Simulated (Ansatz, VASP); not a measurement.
# Two plane-wave programs on BeTe

POSCAR

```
BeTe
1.0
    0.0000000000      2.7700000000      2.7700000000
    2.7700000000      0.0000000000      2.7700000000
    2.7700000000      2.7700000000      0.0000000000
Te Be
1 1
Direct
    0.7500000000      0.7500000000      0.7500000000
    0.0000000000      0.0000000000      0.0000000000
```

File INCAR.step1:

```
SYSTEM = BeTe
PREC     = Accurate       ! precision mode
ENCUT    = 600            ! plane-wave cutoff, eV
EDIFF    = 1E-5           ! SCF threshold, eV
ISMEAR   = -1             ! smearing method
SIGMA    = 0.05           ! smearing width, eV
LREAL    = .FALSE.        ! projectors in reciprocal space
LASPH    = .TRUE.         ! aspherical terms in the spheres
NELM     = 100            ! most SCF steps
ALGO     = Normal         ! electronic algorithm
LWAVE    = .TRUE.         ! write WAVECAR
LCHARG   = .FALSE.        ! write CHGCAR
GGA      = PE             ! functional
```

The input INCAR.step2:

```
SYSTEM = BeTe
PREC     = Accurate       ! precision mode
ENCUT    = 600            ! plane-wave cutoff, eV
EDIFF    = 1E-7           ! SCF threshold, eV
ISMEAR   = -1             ! smearing method
SIGMA    = 0.05           ! smearing width, eV
LREAL    = .FALSE.        ! projectors in reciprocal space
LASPH    = .TRUE.         ! aspherical terms in the spheres
NELM     = 100            ! most SCF steps
ALGO     = Normal         ! electronic algorithm
ISIF     = 3              ! what is computed and relaxed
LWAVE    = .FALSE.        ! write WAVECAR
LCHARG   = .FALSE.        ! write CHGCAR
GGA      = PS             ! functional
LHFCALC  = .TRUE.         ! exact exchange
HFSCREEN = 0.2            ! screening, 1/A
PRECFOCK = Normal       
IBRION   = 2              ! ionic algorithm
NSW      = 60             ! ionic steps
EDIFFG   = -0.01          ! ionic threshold
ISTART   = 1
```

File KPOINTS:

```
Automatic mesh
0
G
  4 4 4
  0 0 0
```

input.yaml

```yaml
crystal:
  lattice:
    - [0.0, 2.77, 2.77]
    - [2.77, 0.0, 2.77]
    - [2.77, 2.77, 0.0]
  atoms:
    - { symbol: Te, position: [0.75, 0.75, 0.75] }
    - { symbol: Be, position: [0.0, 0.0, 0.0] }
hamiltonian:
  xc:
    exchange: hjs_pbesol
    correlation: pbesol
    exx: { coeff: 0.25, omega: 0.207 }
  pseudopotentials: { kind: paw }
kpoints:
  mp_grid: { grid: [4, 4, 4] }
scf:
  occupations: { method: fermi_dirac, width: 0.05 }
output:
  forces: true
  stress: true
  eigenvalues: true
  write_density: true
  write_potential: true
  elf: true
  volumetric_format: npy
relax:
  f_tol: 0.01
  max_steps: 40
  cell: { stress_tol: 0.05 }
```

Alike in both runs: task relaxation of cell and atoms; functional HSEsol; k mesh 4 × 4 × 4; occupations fermi-dirac, width 0.05 eV; no spin polarisation.

```csv
,VASP,Ansatz
version,VASP 6.6.1,Ansatz 0.2.0
potentials or method,"VASP PAW PBE potentials, release 64 (Te, Be)",Ansatz PAW
plane-wave cutoff (eV),600,420
valence electrons in the cell,8,18
```

Ansatz gave:

```
gap on the k mesh at the Fermi level, each at its own relaxed structure (eV) : 2.56
relaxed volume (Å³/atom)                                                     : 22.06
relaxed cell length with the largest relative difference (Å)                 : 3.966
energy change over the relaxation (meV/atom)                                 : -6
```

Question: What did VASP give for the same quantities?

Answer: gap on the k mesh at the Fermi level, each at its own relaxed structure (eV): 2.54; relaxed volume (Å³/atom): 22.03; relaxed cell length with the largest relative difference (Å): 3.965; energy change over the relaxation (meV/atom): -6.

The two sets of potentials don't hold the same shells in valence.

Caveats: the k mesh is coarse (spacing up to 0.49 Å⁻¹), so the values aren't converged, least of all with exact exchange; spin-orbit coupling is left out, which moves the levels of the heavy elements; the PAW data sets were made with another functional, which shifts forces and pressure a little (VASP); the plane-wave basis is chosen anew once the cell has moved, so the energies of steps on either side of that aren't comparable (Ansatz); the PAW data sets come from PBE, with cores solved anew for the run's functional, which leaves a small shift of forces and pressure (Ansatz). Zero-point motion and thermal expansion aren't in these numbers. A k mesh can miss the band edges.
